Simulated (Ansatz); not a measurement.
Steps from a short run of molecular dynamics on a 2×2×3 supercell (24 atoms) of SiC (rocksalt), relaxed with r2SCAN; forces from PBE in the PAW code Ansatz, 4×4×2 mesh, Fermi-Dirac smearing of 0.086 eV, a Nosé-Hoover thermostat at fixed volume, set at 1000 K. Computed, non-magnetic; the trajectory is short and the cell small, so nothing here is a converged average. The structure comes from a prototype and may be hypothetical.

Cell vectors in Å:
```
0.0000 4.0277 4.0277
4.0277 0.0000 4.0277
6.0416 6.0416 0.0000
```

**Question.** At 12 fs the positions in Å are
```
Si   0.004   0.012   0.048
C    2.087   1.931   1.904
Si   1.998   2.062   0.015
C    3.946   4.025   2.072
Si   3.940   4.061  -0.056
C    6.028   6.021   1.997
Si   2.013   0.045   1.983
C    4.088   2.201   4.051
Si   4.095   1.938   2.029
C    6.025   4.133   4.017
Si   6.004   3.982   2.035
C    8.078   6.116   4.001
Si  -0.059   2.019   2.067
C    1.866   4.025   3.926
Si   2.087   3.904   2.021
C    3.976   6.001   4.083
Si   4.041   5.979   1.992
C    5.917   7.885   4.143
Si   2.051   2.016   4.052
C    4.050   3.982   6.026
Si   4.081   4.091   3.991
C    6.029   5.941   6.053
Si   6.073   6.191   3.971
C    8.143   8.035   6.106
```
What are the forces, and how far does the free energy (smearing included) lie above that of step 0, with the atoms on their sites?

**Answer.** 80.7 meV an atom; forces in eV/Å:
```
Si  -0.347   0.268  -1.036
C   -0.806   0.659   2.006
Si   0.337  -0.856  -1.123
C    1.743   0.026  -1.181
Si   0.390  -0.649   0.978
C    0.303  -0.051  -0.144
Si   0.648  -0.987  -0.586
C   -1.334  -1.905  -0.048
Si   0.102   0.034  -0.111
C    0.914  -0.336  -0.615
Si   0.070  -0.437   0.112
C    0.468  -0.098   0.116
Si   1.117   0.614  -0.789
C    0.579  -1.362   1.510
Si  -1.563   1.192  -0.122
C   -0.109   0.873  -0.801
Si  -0.942   0.443   0.688
C    0.905   5.091  -0.778
Si   0.343   0.980   0.122
C   -0.646  -0.120   0.734
Si  -0.579   0.207   1.014
C    0.804   1.442   0.250
Si  -0.720  -4.839   0.921
C   -1.677  -0.190  -1.117
```

**Question.** At 16 fs the positions in Å are
```
Si   0.003   0.020   0.054
C    2.093   1.914   1.913
Si   1.995   2.071   0.009
C    3.956   4.026   2.064
Si   3.913   4.066  -0.066
C    6.030   6.012   1.985
Si   2.019   0.052   1.967
C    4.077   2.223   4.058
Si   4.120   1.913   2.032
C    6.041   4.162   3.998
Si   5.992   3.962   2.044
C    8.099   6.140   3.994
Si  -0.069   2.026   2.077
C    1.824   3.993   3.926
Si   2.098   3.874   2.022
C    3.955   6.007   4.083
Si   4.036   5.961   1.992
C    5.899   7.934   4.165
Si   2.067   2.026   4.061
C    4.042   3.962   6.039
Si   4.093   4.114   3.988
C    6.043   5.940   6.062
Si   6.076   6.199   3.961
C    8.137   8.024   6.104
```
What are the forces, and how far does the free energy (smearing included) lie above that of step 0, with the atoms on their sites?

**Answer.** 79.2 meV an atom; forces in eV/Å:
```
Si  -0.881  -0.134  -0.920
C   -0.738   1.128   1.530
Si   0.186  -1.112  -0.810
C    1.381  -0.129  -0.925
Si   1.147  -0.495   0.925
C    0.276   0.313   0.418
Si   0.415  -1.343  -0.401
C   -0.852  -1.812  -0.184
Si  -0.246   0.121  -0.097
C    0.367  -0.508  -0.144
Si   0.298  -0.067  -0.339
C   -0.083  -0.180   0.141
Si   1.096   0.321  -0.662
C    1.479  -0.813   1.296
Si  -1.581   1.240   0.102
C    0.119   0.717  -0.643
Si  -0.648   0.778   0.439
C    0.770   3.243  -1.186
Si   0.124   0.865   0.198
C   -0.398   0.348   0.257
Si  -0.645  -0.103   1.048
C    0.554   1.272   0.196
Si  -0.575  -3.400   0.790
C   -1.565  -0.249  -1.030
```

**Question.** At 20 fs the positions in Å are
```
Si  -0.002   0.027   0.055
C    2.089   1.911   1.941
Si   1.994   2.074  -0.001
C    3.984   4.025   2.046
Si   3.893   4.068  -0.071
C    6.036   6.006   1.978
Si   2.027   0.051   1.948
C    4.055   2.222   4.063
Si   4.143   1.888   2.036
C    6.062   4.184   3.977
Si   5.981   3.941   2.051
C    8.118   6.162   3.989
Si  -0.072   2.036   2.084
C    1.801   3.949   3.941
Si   2.101   3.851   2.024
C    3.937   6.022   4.075
Si   4.028   5.947   1.994
C    5.890   8.025   4.172
Si   2.083   2.040   4.070
C    4.030   3.946   6.056
Si   4.102   4.137   3.990
C    6.064   5.955   6.073
Si   6.076   6.188   3.956
C    8.111   8.011   6.089
```
What are the forces, and how far does the free energy (smearing included) lie above that of step 0, with the atoms on their sites?

**Answer.** 72.4 meV an atom; forces in eV/Å:
```
Si  -1.216  -0.528  -0.590
C   -0.592   1.272   0.665
Si  -0.052  -1.210  -0.195
C    0.526  -0.276  -0.414
Si   2.042  -0.257   0.715
C    0.176   0.730   0.982
Si  -0.011  -1.433  -0.055
C   -0.005  -1.352  -0.314
Si  -0.708   0.318  -0.062
C   -0.489  -0.689   0.501
Si   0.621   0.494  -0.941
C   -0.789  -0.290   0.146
Si   0.839  -0.204  -0.381
C    2.217   0.197   0.805
Si  -1.209   1.153   0.352
C    0.480   0.398  -0.324
Si  -0.107   1.082   0.049
C    0.512   0.519  -1.516
Si  -0.225   0.404   0.192
C   -0.002   0.882  -0.354
Si  -0.686  -0.621   0.864
C    0.042   0.830   0.025
Si  -0.340  -1.200   0.539
C   -1.023  -0.217  -0.688
```

**Question.** At 40 fs the positions in Å are
```
Si  -0.087   0.036   0.051
C    1.994   2.001   2.044
Si   1.978   2.014  -0.013
C    4.050   3.988   1.972
Si   3.965   4.070  -0.055
C    6.057   6.132   2.095
Si   2.028  -0.022   1.905
C    4.089   2.059   4.032
Si   4.165   1.836   2.047
C    6.005   4.147   4.041
Si   5.996   3.928   1.989
C    8.000   6.176   3.994
Si  -0.036   2.034   2.104
C    2.035   4.007   4.052
Si   2.065   3.827   2.055
C    3.988   6.103   4.039
Si   4.018   5.966   1.986
C    5.873   8.232   3.973
Si   2.123   2.078   4.107
C    4.022   4.029   6.010
Si   4.091   4.163   4.035
C    6.070   6.041   6.089
Si   6.072   6.121   3.957
C    7.933   7.962   5.986
```
What are the forces, and how far does the free energy (smearing included) lie above that of step 0, with the atoms on their sites?

**Answer.** 63.1 meV an atom; forces in eV/Å:
```
Si   0.516   0.528   0.148
C    0.200  -0.964  -0.293
Si   0.763   0.387   0.724
C   -0.374   0.468   0.541
Si  -0.468  -0.423   0.437
C   -0.574  -0.788  -1.798
Si  -0.686   0.781   1.787
C   -0.570  -0.423   0.123
Si  -1.198   2.292  -0.448
C    0.658  -0.438  -0.067
Si  -0.124   0.815   0.108
C    0.638  -0.669   0.221
Si   0.947  -0.096  -0.882
C   -0.190   0.369  -0.854
Si   0.257   1.666  -0.615
C    0.309  -0.182   0.043
Si  -0.018   0.179   0.284
C    0.542  -1.096   1.150
Si  -0.393  -0.621  -1.500
C   -0.106  -1.132   0.322
Si  -0.341  -0.889  -0.632
C   -0.221  -0.715  -0.358
Si  -0.424  -0.272   1.116
C    0.857   1.221   0.443
```
